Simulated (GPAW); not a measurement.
# WS2 (Tungstenite) (P6_3/mmc) in GPAW: a series of runs, part 2 of 3

GPAW 26.7.0.

## 3. Dielectric tensor, LDA

This run uses another cell than the first one, of 18.24 Å³/atom, 1.042 times its volume.

run.py

```python
import numpy as np
from ase import Atoms
from ase.dft.bandgap import bandgap
from ase.io import write
from gpaw import GPAW, PW
from gpaw.response.df import DielectricFunction

atoms = Atoms(['W', 'W', 'S', 'S', 'S', 'S'],
              cell=[[3.18, 0.0, 0.0],
                    [-1.59, 2.753960784, 0.0],
                    [0.0, 0.0, 12.5]],
              scaled_positions=[[0.6666666667, 0.3333333333, 0.75],
                                [0.3333333333, 0.6666666667, 0.25],
                                [0.6666666667, 0.3333333333, 0.375],
                                [0.3333333333, 0.6666666667, 0.875],
                                [0.6666666667, 0.3333333333, 0.125],
                                [0.3333333333, 0.6666666667, 0.625]],
              pbc=True)

calc = GPAW(mode=PW(400),
            xc='LDA',
            kpts={'size': (8, 8, 2), 'gamma': True},
            occupations={'name': 'fermi-dirac', 'width': 0.001},
            nbands=46,
            convergence={'density': 1e-06},
            maxiter=150,
            txt='gpaw.txt')
atoms.calc = calc
energy = atoms.get_potential_energy()
calc.write('gs.gpw')
write('result.traj', atoms)
print(f'Energy: {energy:.6f} eV')
print('Fermi level:', round(calc.get_fermi_level(), 4), 'eV')
print(f'Gap: {bandgap(calc)[0]:.4f} eV, direct: {bandgap(calc, direct=True)[0]:.4f} eV')

for size in [(13, 13, 3)]:
    name = 'x'.join(str(n) for n in size)
    dense = calc.fixed_density(kpts={'size': size, 'gamma': True},
                               nbands=80, convergence={'bands': 74, 'eigenstates': 1e-7},
                               update_fermi_level=True, txt=f'dense-{name}.txt')
    dense.write(f'{name}.gpw', mode='all')
    df = DielectricFunction(f'{name}.gpw', frequencies=np.array([0.0]), hilbert=False, eta=0.001,
                            ecut=80, nbands=74, intraband=False, txt=f'df-{name}.txt')
    for xc in ['RPA']:
        for direction in ['x', 'y', 'z', [0, 1, 1], [1, 0, 1], [1, 1, 0]]:
            e0, e = df.get_macroscopic_dielectric_constant(xc=xc, direction=direction)
            print(f'{name} {xc} {direction}: {e0:.4f} without, {e:.4f} with local fields')
```

Potentials or basis: the program's PAW data sets (release 1.2.1) made for this functional, pw.

The run is started by

```bash
> OMP_NUM_THREADS=1 python run.py
```

gpaw.txt:

```text
__  _  _
 | _ |_)|_||  |
 |__||  | ||/\| - 26.7.0

Input parameters:
  mode=PW(ecut=400.0),
  convergence={'density': 1e-06},
  kpts=MonkhorstPack(size=(8, 8, 2), gamma=True),
  maxiter=150,
  nbands=46,
  occupations=Occupations(name='fermi-dirac', width=0.001),
  xc=XC(name='LDA')

Diagonalizing LCAO Hamiltonian
Converting LCAO to pw mode

        S

           W
        S

           S
        W

           S

Atoms  # Å, Bohr magnetons
|   | symbol |         x |        y |         z |    initial magnetic moments |
|---|--------|-----------|----------|-----------|-----------------------------|
| 0 |      W |  1.590000 | 0.917987 |  9.375000 | ( 0.0000,  0.0000,  0.0000) |
| 1 |      W | -0.000000 | 1.835974 |  3.125000 | ( 0.0000,  0.0000,  0.0000) |
| 2 |      S |  1.590000 | 0.917987 |  4.687500 | ( 0.0000,  0.0000,  0.0000) |
| 3 |      S | -0.000000 | 1.835974 | 10.937500 | ( 0.0000,  0.0000,  0.0000) |
| 4 |      S |  1.590000 | 0.917987 |  1.562500 | ( 0.0000,  0.0000,  0.0000) |
| 5 |      S | -0.000000 | 1.835974 |  7.812500 | ( 0.0000,  0.0000,  0.0000) |

Unit cell  # Å
| periodic |         x |        y |         z |   lengths |     angles |
|----------|-----------|----------|-----------|-----------|------------|
|      yes |  3.180000 | 0.000000 |  0.000000 |  3.180000 |  90.000000 |
|      yes | -1.590000 | 2.753961 |  0.000000 |  3.180000 |  90.000000 |
|      yes |  0.000000 | 0.000000 | 12.500000 | 12.500000 | 120.000000 |

Number of symmetries: 12
Symmetry operations  # r_c * U_cc + t_c -> r_c
|    | kind |            matrix            |
|----|------|------------------------------|
|  0 |  σ   |  1, 1, 0,  0,-1, 0,  0, 0, 1 |
|  1 |  S6  |  1, 1, 0, -1, 0, 0,  0, 0,-1 |
|  2 |  E   |  1, 0, 0,  0, 1, 0,  0, 0, 1 |
|  3 |  C2  |  1, 0, 0, -1,-1, 0,  0, 0,-1 |
|  4 |  C2  |  0, 1, 0,  1, 0, 0,  0, 0,-1 |
|  5 |  C3  |  0, 1, 0, -1,-1, 0,  0, 0, 1 |
|  6 |  S6  |  0,-1, 0,  1, 1, 0,  0, 0,-1 |
|  7 |  σ   |  0,-1, 0, -1, 0, 0,  0, 0, 1 |
|  8 |  σ   | -1, 0, 0,  1, 1, 0,  0, 0, 1 |
|  9 |  i   | -1, 0, 0,  0,-1, 0,  0, 0,-1 |
| 10 |  C3  | -1,-1, 0,  1, 0, 0,  0, 0, 1 |
| 11 |  C2  | -1,-1, 0,  0, 1, 0,  0, 0,-1 |

BZ-sampling:
  Number of BZ points: 128
  Number of IBZ points: 20

  Monkhorst-Pack size: [8, 8, 2]
  Monkhorst-Pack shift: [0.0625, 0.0625, 0.25]

K-points  # in reciprocal-cell coordinates
|     |                                coordinates |     weight |
|-----|--------------------------------------------|------------|
|   0 | (  0.00000000,   0.00000000,   0.00000000) | 0.00781250 |
|   1 | (  0.00000000,   0.00000000,   0.50000000) | 0.00781250 |
|   2 | (  0.12500000,   0.00000000,   0.00000000) | 0.04687500 |
|   3 | (  0.12500000,   0.00000000,   0.50000000) | 0.04687500 |
|   4 | (  0.25000000,  -0.12500000,   0.00000000) | 0.04687500 |
|   5 | (  0.25000000,  -0.12500000,   0.50000000) | 0.04687500 |
|   6 | (  0.25000000,   0.00000000,   0.00000000) | 0.04687500 |
|   7 | (  0.25000000,   0.00000000,   0.50000000) | 0.04687500 |
|   8 | (  0.37500000,  -0.12500000,   0.00000000) | 0.09375000 |
|   9 | (  0.37500000,  -0.12500000,   0.50000000) | 0.09375000 |
| ... |                                            |            |
|  19 | (  0.50000000,   0.50000000,   0.50000000) | 0.02343750 |

Plane wave coefficients: 2008
Cutoff: 400.0 eV

Spin-components: 1 (collinear spins)
Bands:           46
Projectors:      32
Spin-degeneracy: 2
Datatype:        complex128

Parallelization:
  kpt:    1
  domain: 1
  band:   1

Density:
  Valence electrons: 52.0
  Components: 1
  Grid points: [15 15 60]
  Charge: 0.0  # |e|

Potential:
  Grid points: [15 15 60]

species:
  W:
    name:    Tungsten
    Z:       74.0
    valence: 14
    core:    60
    charge:  0.0  # [|e|]
    compensation charges:
      type: gauss
      rc: 0.40  # [Å]
      lmax: 2
    cutoffs:
      filter: 2.36  # [Å]
      core: 3.02  # [Å]
    projectors
    | kind |    occ | energy [eV] | rcut [Å] |
    |------|--------|-------------|----------|
    |   5s |  2.000 |     -79.053 |    1.344 |
    |   6s |  2.000 |      -5.886 |    1.344 |
    |   5p |  6.000 |     -43.417 |    1.355 |
    |   6p |  0.000 |      -1.469 |    1.355 |
    |   5d |  4.000 |      -4.693 |    1.228 |
    |    d |        |      22.518 |    1.228 |

    Using partial waves for W as LCAO basis

  S:
    name:    Sulfur
    Z:       16.0
    valence: 6
    core:    10
    charge:  0.0  # [|e|]
    compensation charges:
      type: gauss
      rc: 0.24  # [Å]
      lmax: 2
    cutoffs:
      filter: 1.77  # [Å]
      core: 1.66  # [Å]
    projectors
    | kind |    occ | energy [eV] | rcut [Å] |
    |------|--------|-------------|----------|
    |   3s |  2.000 |     -17.278 |    0.974 |
    |   3p |  4.000 |      -7.106 |    0.979 |
    |    s |        |       9.933 |    0.974 |
    |    p |        |      20.105 |    0.979 |
    |    d |        |       0.000 |    0.900 |

    Using partial waves for S as LCAO basis

Reference energy: -920330.548201  # eV

eigensolver:
  PPCG
  Converge bands: occupied
  niter=2

density mixing:
  MSR1-Mixer
  Pratt-step length: 0.05
  Maximum mixing coefficient: 0.75
  Old densities: 10
  SVD Regularization: 0.005
  Good broyden scale: 1.0
  Trust region scale: 1.0
  Backstep threshold: 4.0
  History deletion threshold: 6.0
  Fourier metric: weight=20.0, sigma=0.015

occupation numbers:
  Fermi-Dirac:
    width: 0.0010  # eV

poisson solver:
  ecut: 3200.0  # eV

xc functional:
  name: None

convergence criteria:
- Maximum integral of absolute [dens]ity change: 1e-06 electrons / valence electron
- Maximum [total energy] change in last 3 cyles: 0.0005 eV / valence electron
- Maximum integral of absolute [eigenst]ate change: 4e-08 eV^2 / valence electron
maximum number of iterations: 150

SCF iterations
|iter     | |      energy | eigst |  dens |
|---------|-|-------------|-------|-------|
|iter:   1| |  -50.225232 | +0.35 |       |
|iter:   2| |  -50.424375 | -1.49 | -1.20 |
|iter:   3| |  -50.977208 | -1.09 | -1.23 |
|iter:   4| |  -49.978897 | -1.73 | -1.24 |
|iter:   5| |  -49.772140 | -2.04 | -1.61 |
|iter:   6| |  -49.863800 | -2.96 | -1.97 |
|iter:   7| |  -49.771599 | -3.27 | -1.93 |
|iter:   8| |  -49.770831 | -4.32 | -2.63 |
|iter:   9| |  -49.770822c| -5.81 | -3.21 |
|iter:  10| |  -49.770819c| -6.85 | -4.01 |
|iter:  11| |  -49.770819c| -7.49c| -4.68 |
|iter:  12| |  -49.770819c| -7.95c| -5.23 |
|iter:  13| |  -49.770819c| -8.64c| -5.80 |
|iter:  14| |  -49.770819c| -9.10c| -6.20c|

Converged in 14 steps
Energy contributions relative to reference atoms: (reference = -920330.548201)

Energy contributions:
  Kinetic:          24.275965
  Coulomb:         -28.752053
  Zero:             -0.022723
  External:          0.000000
  Xc:              -45.272008
  Entropy:          -0.000000
  Spinorbit:         0.000000
  ----------------------------
  Free energy:     -49.770819
  Extrapolated:    -49.770819

dipole moment: (0.000004, 0.000006, 0.000029)  # |e|*Ang

Fermi level: 9.238
Eigenvalues  # (at kpt = [0.000, 0.000, 0.000])
| band index |      eig [eV] | occ [0-2] |
|------------|---------------|-----------|
|          0 |       -66.236 |     2.000 |
|        ... |               |           |
|         18 |         4.654 |     2.000 |
|         19 |         5.875 |     2.000 |
|         20 |         5.875 |     2.000 |
|         21 |         5.917 |     2.000 |
|         22 |         5.917 |     2.000 |
|         23 |         6.653 |     2.000 |
|         24 |         7.031 |     2.000 |
|         25 |         8.177 |     2.000 |
|         26 |        10.401 |     0.000 |
|         27 |        10.401 |     0.000 |
|         28 |        10.409 |     0.000 |
|         29 |        10.409 |     0.000 |
|         30 |        10.520 |     0.000 |
|         31 |        10.520 |     0.000 |
|         32 |        10.675 |     0.000 |
|         33 |        10.675 |     0.000 |
|        ... |               |           |
|         45 |        20.499 |     0.000 |

Gap: 1.110 eV
Transition (v -> c):
  (s=0, k=0, n=25, [0.00, 0.00, 0.00]) -> (s=0, k=8, n=26, [0.38, -0.12, 0.00])
Direct/indirect transitions are different
Direct gap: 2.162 eV
Transition at: (s=0, k=12, n=25, [0.38, 0.38, 0.00])
# Writing to gs.gpw (mode='')
```

It took 7.5 min on 1 thread of Intel Xeon at 2.50GHz (Skylake/Cascade Lake), shared host; peak memory 0.54 GiB.

What came out:

* Free energy: -49.7708 eV
* Band gap on the k mesh: 1.11 eV, indirect (least direct gap 2.16 eV)
* Electronic dielectric tensor (diagonal): 12.49, 12.49, 5.43

Electronic dielectric tensor:
```
12.49  0.00  0.00
 0.00 12.49  0.00
 0.00  0.00  5.43
```

Caveat: the long-wavelength limit can be off by several per cent where d states take part; spin-orbit coupling is left out, which moves the levels of the heavy elements; an odd mesh through Γ misses points on the zone boundary, where band edges often lie.

## 4. Dielectric tensor, LDA

This run uses another cell than the first one, of 17.88 Å³/atom, 1.021 times its volume.

Edit run.py of step 3 so:

```diff
@@ -8,5 +8,5 @@
 atoms = Atoms(['W', 'W', 'S', 'S', 'S', 'S'],
-              cell=[[3.18, 0.0, 0.0],
-                    [-1.59, 2.753960784, 0.0],
-                    [0.0, 0.0, 12.5]],
+              cell=[[3.158657075, 0.0, 0.0],
+                    [-1.5793285375, 2.7354772688, 0.0],
+                    [0.0, 0.0, 12.4161048547]],
               scaled_positions=[[0.6666666667, 0.3333333333, 0.75],
```

Potentials or basis: the program's PAW data sets (release 1.2.1) made for this functional, pw.

The run is started by

```bash
> OMP_NUM_THREADS=1 python run.py
```

gpaw.txt:

```text
__  _  _
 | _ |_)|_||  |
 |__||  | ||/\| - 26.7.0

Input parameters:
  mode=PW(ecut=400.0),
  convergence={'density': 1e-06},
  kpts=MonkhorstPack(size=(8, 8, 2), gamma=True),
  maxiter=150,
  nbands=46,
  occupations=Occupations(name='fermi-dirac', width=0.001),
  xc=XC(name='LDA')

Diagonalizing LCAO Hamiltonian
Converting LCAO to pw mode

        S

           W
        S

           S
        W

           S

Atoms  # Å, Bohr magnetons
|   | symbol |         x |        y |         z |    initial magnetic moments |
|---|--------|-----------|----------|-----------|-----------------------------|
| 0 |      W |  1.579329 | 0.911826 |  9.312079 | ( 0.0000,  0.0000,  0.0000) |
| 1 |      W | -0.000000 | 1.823652 |  3.104026 | ( 0.0000,  0.0000,  0.0000) |
| 2 |      S |  1.579329 | 0.911826 |  4.656039 | ( 0.0000,  0.0000,  0.0000) |
| 3 |      S | -0.000000 | 1.823652 | 10.864092 | ( 0.0000,  0.0000,  0.0000) |
| 4 |      S |  1.579329 | 0.911826 |  1.552013 | ( 0.0000,  0.0000,  0.0000) |
| 5 |      S | -0.000000 | 1.823652 |  7.760066 | ( 0.0000,  0.0000,  0.0000) |

Unit cell  # Å
| periodic |         x |        y |         z |   lengths |     angles |
|----------|-----------|----------|-----------|-----------|------------|
|      yes |  3.158657 | 0.000000 |  0.000000 |  3.158657 |  90.000000 |
|      yes | -1.579329 | 2.735477 |  0.000000 |  3.158657 |  90.000000 |
|      yes |  0.000000 | 0.000000 | 12.416105 | 12.416105 | 120.000000 |

Number of symmetries: 12
Symmetry operations  # r_c * U_cc + t_c -> r_c
|    | kind |            matrix            |
[... 133 lines left out ...]
poisson solver:
  ecut: 3200.0  # eV

xc functional:
  name: None

convergence criteria:
- Maximum integral of absolute [dens]ity change: 1e-06 electrons / valence electron
- Maximum [total energy] change in last 3 cyles: 0.0005 eV / valence electron
- Maximum integral of absolute [eigenst]ate change: 4e-08 eV^2 / valence electron
maximum number of iterations: 150

SCF iterations
|iter     | |      energy | eigst |  dens |
|---------|-|-------------|-------|-------|
|iter:   1| |  -50.277734 | +0.37 |       |
|iter:   2| |  -50.496752 | -1.48 | -1.20 |
|iter:   3| |  -51.760352 | -0.93 | -1.23 |
|iter:   4| |  -49.878821 | -1.35 | -1.16 |
|iter:   5| |  -49.831436 | -2.54 | -1.69 |
|iter:   6| |  -49.833882 | -3.47 | -1.91 |
|iter:   7| |  -49.834490c| -4.17 | -2.61 |
|iter:   8| |  -49.831743c| -4.37 | -2.64 |
|iter:   9| |  -49.831723c| -5.96 | -3.36 |
|iter:  10| |  -49.831723c| -7.32 | -4.22 |
|iter:  11| |  -49.831723c| -7.83c| -4.75 |
|iter:  12| |  -49.831723c| -8.27c| -5.50 |
|iter:  13| |  -49.831723c| -8.97c| -6.04c|

Converged in 13 steps
Energy contributions relative to reference atoms: (reference = -920330.548201)

Energy contributions:
  Kinetic:          34.088852
  Coulomb:         -36.840432
  Zero:             -0.040635
  External:          0.000000
  Xc:              -47.039507
  Entropy:          -0.000000
  Spinorbit:         0.000000
  ----------------------------
  Free energy:     -49.831723
  Extrapolated:    -49.831723

dipole moment: (0.000004, 0.000006, 0.000029)  # |e|*Ang

Fermi level: 9.449
Eigenvalues  # (at kpt = [0.000, 0.000, 0.000])
| band index |      eig [eV] | occ [0-2] |
|------------|---------------|-----------|
|          0 |       -65.927 |     2.000 |
|        ... |               |           |
|         18 |         4.851 |     2.000 |
|         19 |         6.112 |     2.000 |
|         20 |         6.112 |     2.000 |
|         21 |         6.156 |     2.000 |
|         22 |         6.156 |     2.000 |
|         23 |         6.926 |     2.000 |
[... 8 lines left out ...]
|         32 |        11.029 |     0.000 |
|         33 |        11.029 |     0.000 |
|        ... |               |           |
|         45 |        20.953 |     0.000 |

Gap: 1.095 eV
Transition (v -> c):
  (s=0, k=0, n=25, [0.00, 0.00, 0.00]) -> (s=0, k=8, n=26, [0.38, -0.12, 0.00])
Direct/indirect transitions are different
Direct gap: 2.220 eV
Transition at: (s=0, k=12, n=25, [0.38, 0.38, 0.00])
# Writing to gs.gpw (mode='')
```

Run time: 8.8 min. Hardware: 1 thread of Intel Xeon at 2.50GHz (Skylake/Cascade Lake), shared host; peak memory 0.53 GiB.

Results:

```
Free energy                             : -49.8317 eV
Band gap on the k mesh                  : 1.09 eV, indirect (least direct gap 2.22 eV)
Electronic dielectric tensor (diagonal) : 12.43, 12.43, 5.51
```

Electronic dielectric tensor:
```
12.43  0.00  0.00
 0.00 12.43  0.00
 0.00  0.00  5.51
```

Caveat: the long-wavelength limit can be off by several per cent where d states take part; spin-orbit coupling is left out, which moves the levels of the heavy elements; an odd mesh through Γ misses points on the zone boundary, where band edges often lie.

[end of part 2 of 3]
